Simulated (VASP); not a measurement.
# Lu (P6_3/mmc) in VASP: equation of state

Aim: energy against volume of Lu in PBE, for its equilibrium volume and stiffness.

Program: VASP 6.6.1. These are calculated values, not measurements. Logs are shortened: lines on timing, memory, paths and dates and some standing lists are left out, and cuts for length are marked.

## Step 1: The structure

Symmetry: P6_3/mmc, No. 194, hexagonal system. The conventional cell has a = 3.503 Å, b = 3.503 Å, c = 5.551 Å, α = 90.00°, β = 90.00°, γ = 120.00°. Lu (site symmetry -6m2) has 12 Lu at 3.43 to 3.50 Å as nearest neighbours.

## Step 2: Equation of state, PBE, 27.73 Å³/atom (volume scaled by 0.94)

Input file INCAR:

```
SYSTEM = Lu
PREC = Accurate
ENCUT = 520
EDIFF = 1E-7
ISMEAR = -1
SIGMA = 0.05
LREAL = .FALSE.
LASPH = .TRUE.
NELM = 100
ALGO = Normal
ISIF = 2
LWAVE = .FALSE.
LCHARG = .FALSE.
GGA = PE
NBANDS = 32
```

Input file KPOINTS:

```
Automatic mesh
0
G
  9 9 5
  0 0 0
```

Input file POSCAR:

```
Lu
1.0
    3.4315880974      0.0000000000      0.0000000000
   -1.7157940487      2.9718424677      0.0000000000
    0.0000000000      0.0000000000      5.4375845309
Lu
2
Direct
    0.6666666667      0.3333333333      0.7500000000
    0.3333333333      0.6666666667      0.2500000000
```

Potentials or basis: VASP PAW PBE potentials, release 64 (Lu).

The run is started by

```console
> cat potpaw_PBE.64/Lu/POTCAR > POTCAR
> mpirun -np 1 vasp_std > vasp.out
```

OUTCAR:

```text
SYSTEM = Lu
   PREC = Accurate
   ENCUT = 520
   EDIFF = 1E-7
   ISMEAR = -1
   LREAL = .FALSE.
   LASPH = .TRUE.
   NELM = 100
   ISIF = 2
   GGA = PE

 ion  position               nearest neighbor table
   1  0.667  0.333  0.750-   2 3.36   2 3.36   2 3.36   2 3.36   2 3.36   2 3.36
   2  0.333  0.667  0.250-   1 3.36   1 3.36   1 3.36   1 3.36   1 3.36   1 3.36

  LATTYP: Found a hexagonal cell.
 ALAT       =     3.4315880974
 C/A-ratio  =     1.5845679541

  Lattice vectors:

 A1 = (   3.4315880974,   0.0000000000,   0.0000000000)
 A2 = (  -1.7157940487,   2.9718424677,   0.0000000000)
 A3 = (   0.0000000000,   0.0000000000,   5.4375845309)

Analysis of symmetry for initial positions (statically):
=====================================================================
 Subroutine PRICEL returns:
 Original cell was already a primitive cell.

 Routine SETGRP: Setting up the symmetry group for a
 hexagonal supercell.

 Subroutine GETGRP returns: Found 24 space group operations
 (whereof 12 operations were pure point group operations)
 out of a pool of 24 trial point group operations.

The static configuration has the point symmetry D_3d.
 The point group associated with its full space group is D_6h.

Analysis of symmetry for dynamics (positions and initial velocities):
=====================================================================
 Subroutine PRICEL returns:
 Original cell was already a primitive cell.

 Routine SETGRP: Setting up the symmetry group for a
 hexagonal supercell.

 Subroutine GETGRP returns: Found 24 space group operations
 (whereof 12 operations were pure point group operations)
 out of a pool of 24 trial point group operations.

The dynamic configuration has the point symmetry D_3d.
 The point group associated with its full space group is D_6h.

 Subroutine INISYM returns: Found 24 space group operations
 (whereof 12 operations are pure point group operations),
 and found     1 'primitive' translations

----------------------------------------------------------------------------------------

                                     Primitive cell

  volume of cell :      55.4532

  direct lattice vectors                    reciprocal lattice vectors
     3.431588097  0.000000000  0.000000000     0.291410266  0.168245795  0.000000000
    -1.715794049  2.971842468  0.000000000     0.000000000  0.336491591  0.000000000
     0.000000000  0.000000000  5.437584531     0.000000000  0.000000000  0.183905187

  length of vectors
     3.431588097  3.431588097  5.437584531     0.336491591  0.336491591  0.183905187

  position of ions in fractional coordinates (direct lattice)
     0.666666667  0.333333333  0.750000000
     0.333333333  0.666666667  0.250000000

  ion indices of the primitive-cell ions
   primitive index   ion index
                 1           1
                 2           2

----------------------------------------------------------------------------------------

 KPOINTS: Automatic mesh

Automatic generation of k-mesh.
 Grid dimensions read from file:
 generate k-points for:    9    9    5

 Generating k-lattice:

  Cartesian coordinates                     Fractional coordinates (reciprocal lattice)
     0.032378918  0.018693977  0.000000000     0.111111111 -0.000000000  0.000000000
     0.000000000  0.037387955  0.000000000     0.000000000  0.111111111  0.000000000
     0.000000000  0.000000000  0.036781037     0.000000000  0.000000000  0.200000000

  Length of vectors
     0.037387955  0.037387955  0.036781037

  Shift w.r.t. Gamma in fractional coordinates (k-lattice)
     0.000000000  0.000000000  0.000000000

 Subroutine IBZKPT returns following result:
 ===========================================

 Found     36 irreducible k-points:

 Following reciprocal coordinates:
            Coordinates               Weight
  0.000000  0.000000  0.000000      1.000000
  0.111111 -0.000000  0.000000      6.000000
  0.222222 -0.000000  0.000000      6.000000
  0.333333 -0.000000  0.000000      6.000000
  0.444444 -0.000000  0.000000      6.000000
  0.111111  0.111111  0.000000      6.000000
[... 28 lines left out ...]
  0.333333  0.222222  0.400000     24.000000
  0.333333  0.333333  0.400000      4.000000
   k-points           NKPTS =     36   k-points in BZ     NKDIM =     36   number of bands    NBANDS=     32
   number of dos      NEDOS =    301   number of ions     NIONS =      2
   total plane-waves  NPLWV =  31360
   dimension x,y,z NGX =    28 NGY =   28 NGZ =   40
   dimension x,y,z NGXF=    56 NGYF=   56 NGZF=   80
   ions per type =               2
   NGX,Y,Z   is equivalent  to a cutoff of  13.56, 13.56, 12.23 a.u.
   NGXF,Y,Z  is equivalent  to a cutoff of  27.13, 27.13, 24.46 a.u.
 SYSTEM =  Lu
   PREC   = accura    normal or accurate (medium, high low for compatibility)
   ISTART =      0    job   : 0-new  1-cont  2-samecut
   ICHARG =      2    charge: 1-file 2-atom 10-const
   ISPIN  =      1    spin polarized calculation?
   LNONCOLLINEAR =      F non collinear calculations
   LSORBIT =      F    spin-orbit coupling
   LASPH  =      T    aspherical Exc in radial PAW
   ENCUT  =  520.0 eV  38.22 Ry    6.18 a.u.   6.38  6.38 10.11*2*pi/ulx,y,z
   NELM   =    100;   NELMIN=  2; NELMDL= -5     # of ELM steps
   EDIFF  = 0.1E-06   stopping-criterion for ELM
   LREAL  =      F    real-space projection
   EDIFFG = 0.1E-05   stopping-criterion for IOM
   NSW    =      0    number of steps for IOM
   IBRION =     -1    ionic relax: 0-MD 1-quasi-New 2-CG
   NFREE  =      0    steps in history (QN), initial steepest desc. (CG)
   ISIF   =      2    stress and relaxation
   ISYM   =      2    0-nonsym 1-usesym 2-fastsym
   POTIM  = 0.5000    time-step for ionic-motion
   TEBEG  =    0.0;   TEEND  =   0.0 temperature during run
   PSTRESS=    0.0 pullay stress
   NELECT =      50.0000    total number of electrons
   NUPDOWN=      -1.0000    fix difference up-down
   EMIN   =  10.00;   EMAX   =-10.00  energy-range for DOS
   EFERMI =   0.00;   METHOD = LEGACY
   ISMEAR =    -1;   SIGMA  =   0.05  broadening in eV -4-tet -1-fermi 0-gaus
   EFERMI_NEDOS =   21; number of points for ismear=-14 and -15
   IALGO  =     38    algorithm
   IMIX   =      4    mixing-type and parameters
     AMIX     =   0.40;   BMIX     =  1.00
     AMIX_MAG =   1.60;   BMIX_MAG =  1.00
  volume/ion in A,a.u.               =      27.73       187.11
  Fermi-wavevector in a.u.,A,eV,Ry     =   1.581573  2.988739 34.033238  2.501372
  Thomas-Fermi vector in A             =   2.681628
   LORBIT       =      0    0 simple, 1 ext, 2 COOP (PROOUT), +10 PAW based schemes
   GGA     = PE    functional components
   LHFCALC =     F    Hartree Fock is set to
   AEXX    =    0.0000 exact exchange contribution
   IVDW    =     0    specifies the selected vdW correction
   LEPSILON=     F    determine dielectric tensor
   LRPA    =     F    only Hartree local field effects (RPA)
 non-spin polarized calculation
  energy-cutoff  :      520.00
  volume of cell :       55.45
 maximum number of plane-waves:      1514
 NGX is ok and might be reduce to    28
   NGX = 13   NGY = 13   NGZ = 21

 number of electron      50.0000020 magnetization

 Free energy of the ion-electron system (eV)
  ---------------------------------------------------
  ext. energy  EPLUGINS =         0.00000000
  ---------------------------------------------------
  free energy    TOTEN  =        -9.02812518 eV

  energy without entropy =       -8.99915049  energy(sigma->0) =       -9.01363783

 E-fermi :   2.4229     XC(G=0): -10.9016

 val. band max:        2.4024513140   @ k =   0.3333  -0.0000   0.4000
 cond. band min:       2.4351873667   @ k =   0.4444   0.1111   0.4000
 fundamental gap:      0.0327360528
 Fermi energy:         2.4228689544

 k-point     1 :       0.0000    0.0000    0.0000
  band No.  band energies     occupation
      1     -53.6644      2.00000
      2     -53.6221      2.00000
      3     -24.6624      2.00000
      4     -24.1550      2.00000
      5     -24.1550      2.00000
      6     -24.0632      2.00000
[... 24 lines left out ...]
     31       6.0750      0.00000
     32       6.0750      0.00000

 k-point     2 :       0.1111   -0.0000    0.0000
  band No.  band energies     occupation
      1     -53.6607      2.00000
      2     -53.6207      2.00000
      3     -24.6394      2.00000
      4     -24.2028      2.00000
      5     -24.1710      2.00000
      6     -24.1134      2.00000
[... 24 lines left out ...]
     31       5.7236      0.00000
     32       5.7695      0.00000

 k-point     3 :       0.2222   -0.0000    0.0000
  band No.  band energies     occupation
      1     -53.6512      2.00000
      2     -53.6176      2.00000
      3     -24.5762      2.00000
      4     -24.3244      2.00000
      5     -24.2359      2.00000
      6     -24.2095      2.00000
[... 24 lines left out ...]
     31       6.1870      0.00000
     32       6.5524      0.00000

 k-point     4 :       0.3333   -0.0000    0.0000
  band No.  band energies     occupation
      1     -53.6393      2.00000
      2     -53.6150      2.00000
      3     -24.4894      2.00000
      4     -24.4630      2.00000
      5     -24.3677      2.00000
      6     -24.2513      2.00000
[... 24 lines left out ...]
     31       7.2195      0.00000
     32       7.7542      0.00000

 k-point     5 :       0.4444   -0.0000    0.0000
  band No.  band energies     occupation
      1     -53.6302      2.00000
      2     -53.6146      2.00000
      3     -24.5531      2.00000
      4     -24.4502      2.00000
      5     -24.4119      2.00000
      6     -24.2776      2.00000
[... 1004 lines left out ...]
     31       8.4573      0.00000
     32       8.9137      0.00000

 k-point    34 :       0.2222    0.2222    0.4000
  band No.  band energies     occupation
      1     -53.6269      2.00000
      2     -53.6210      2.00000
      3     -24.5399      2.00000
      4     -24.5105      2.00000
      5     -24.2983      2.00000
      6     -24.2704      2.00000
[... 24 lines left out ...]
     31       7.9425      0.00000
     32       8.5197      0.00000

 k-point    35 :       0.3333    0.2222    0.4000
  band No.  band energies     occupation
      1     -53.6218      2.00000
      2     -53.6189      2.00000
      3     -24.5594      2.00000
      4     -24.5376      2.00000
      5     -24.3606      2.00000
      6     -24.3103      2.00000
[... 24 lines left out ...]
     31       8.2121      0.00000
     32       8.6762      0.00000

 k-point    36 :       0.3333    0.3333    0.4000
  band No.  band energies     occupation
      1     -53.6191      2.00000
      2     -53.6191      2.00000
      3     -24.5240      2.00000
      4     -24.5240      2.00000
      5     -24.4210      2.00000
      6     -24.3598      2.00000
[... 24 lines left out ...]
     31       8.0487      0.00000
     32       8.0487      0.00000

------------------------ aborting loop because EDIFF is reached ----------------------------------------

  FORCE on cell =-STRESS in cart. coord.  units (eV):
  Direction    XX          YY          ZZ          XY          YZ          ZX
  --------------------------------------------------------------------------------------
  -------------------------------------------------------------------------------------
  Total        1.0735593      1.0735593      0.6427263      0.0000000      0.0000000      0.0000000
  in kB       31.0177047     31.0177047     18.5699059      0.0000000      0.0000000      0.0000000
  external PRESSURE =      26.8684384 kB  Pullay stress =       0.0000000 kB

 VOLUME and BASIS-vectors are now :
 -----------------------------------------------------------------------------
  energy-cutoff  :      520.00
  volume of cell :       55.45
      direct lattice vectors                 reciprocal lattice vectors
     3.431588097  0.000000000  0.000000000     0.291410266  0.168245795  0.000000000
    -1.715794049  2.971842468  0.000000000     0.000000000  0.336491591  0.000000000
     0.000000000  0.000000000  5.437584531     0.000000000  0.000000000  0.183905187

 POSITION                                       TOTAL-FORCE (eV/Angst)
 -----------------------------------------------------------------------------------
      1.71579      0.99061      4.07819        -0.000000      0.000000      0.000000
     -0.00000      1.98123      1.35940         0.000000     -0.000000      0.000000
 -----------------------------------------------------------------------------------
    total drift:                               -0.000000      0.000000     -0.000000

  FREE ENERGIE OF THE ION-ELECTRON SYSTEM (eV)
  ---------------------------------------------------
  free  energy   TOTEN  =        -9.0281251758 eV

  energy  without entropy=       -8.9991504915  energy(sigma->0) =       -9.01363783
```

Run time: 50 s. Hardware: 1 thread of AMD EPYC 9R45 (Zen 5), shared host; peak memory 0.17 GiB.

Results:

| Item | Value |
| --- | --- |
| Free energy | -9.0281 eV |
| Pressure | 2.7 GPa |
| Band gap on the k mesh | none (metal or under the smearing width) |

(Continued in part 2 of 2.)
